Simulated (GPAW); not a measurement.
AlN: single point with PBE

AlN:

```
Al N
1.0
     0.00000    2.03452    2.03452
     2.03452    0.00000    2.03452
     2.03452    2.03452    0.00000
Al N
1 1
Cartesian
  2.0345 2.0345 2.0345
  0.0000 0.0000 0.0000
```

Measurements of this composition are mostly on another form, of space group No. 186.

* Program: GPAW 26.7.0
* Task: single point
* Functional: PBE
* Potentials or basis: GPAW PAW data sets (gpaw-data 1.2.1)
* Cutoff: 600 eV
* Basis: pw
* k mesh: 9 × 9 × 9
* Occupations: fermi-dirac, width 0.05 eV
* Spin: no spin polarisation

```
Pressure               : -6.3 GPa
Band gap on the k mesh : 4.60 eV, indirect (least direct gap 5.35 eV)
```

Levels at points of the mesh, in eV from the valence-band top:
| k point | band 1 | band 2 | band 3 | band 4 | band 5 | band 6 | band 7 |
| --- | --- | --- | --- | --- | --- | --- | --- |
| (0.00, 0.00, 0.00) | -17.43 | 0.00 | 0.00 | 0.00 | 5.35 | 12.06 | 12.06 |

Wall time 4.5 s on 1 thread of Intel(R) Xeon(R) 6975P-C (Granite Rapids) (shared host), peak memory 0.13 GiB.

Caveat: the cutoff is short for stress and forces, so pressures can be off by a GPa or more; an odd mesh through Γ misses points on the zone boundary, where band edges often lie.
